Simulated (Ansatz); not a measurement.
RbBr (NiAs type): zone-centre phonons and dielectric response

Perturbation theory with PBEsol in the PAW code Ansatz on the PBEsol cell, ground state and force constants on a 6×6×4 mesh. The calculation is spin-unpolarised, and the structure need not be a phase that has been made.

Space group P6_3/mmc (No. 194), hexagonal; conventional cell a = 4.717 Å, c = 8.331 Å, 40.13 Å³ an atom. Rb is surrounded by 6 Br at 3.43 Å; Br is surrounded by 6 Rb at 3.43 Å.

```xyz
4
Lattice="4.7168 0.0000 0.0000 -2.3584 4.0849 0.0000 0.0000 0.0000 8.3306" Properties=species:S:1:pos:R:3 pbc="T T T"
Rb    0.0000    0.0000    0.0000
Rb    0.0000    0.0000    4.1653
Br    0.0000    2.7233    2.0827
Br    2.3584    1.3616    6.2480
```

Optical modes without the longitudinal term:
```csv
ω (cm⁻¹),degeneracy,"IR intensity, summed over the level ((D/Å)²/amu)"
54,2,0.00
63,2,0.00
82,2,2.88
88,1,1.64
90,1,0.00
100,1,0.00
```

All optical modes at Γ are real, from 54 to 100 cm⁻¹ without the longitudinal term; this says nothing of other wave vectors. With the long-range field the highest mode reaches 127 cm⁻¹. Of the real levels 2 are infrared active, the strongest at 82 cm⁻¹.

The clamped-ion dielectric constant comes out as 2.57 along x and y, 2.62 along z. With the ions relaxed, ε⁰ is 5.4 along all three axes, to this precision. Born charges, averaged over directions: Rb +1.16, Br -1.16 e.

For comparison, on the r2SCAN cell the mean ε∞ is 2.41 with r2SCAN (ground state on 6×6×4; least gap 4.84 eV), 2.52 with PBE (ground state on 6×6×4; least gap 4.23 eV).

Spin-orbit coupling is left out.
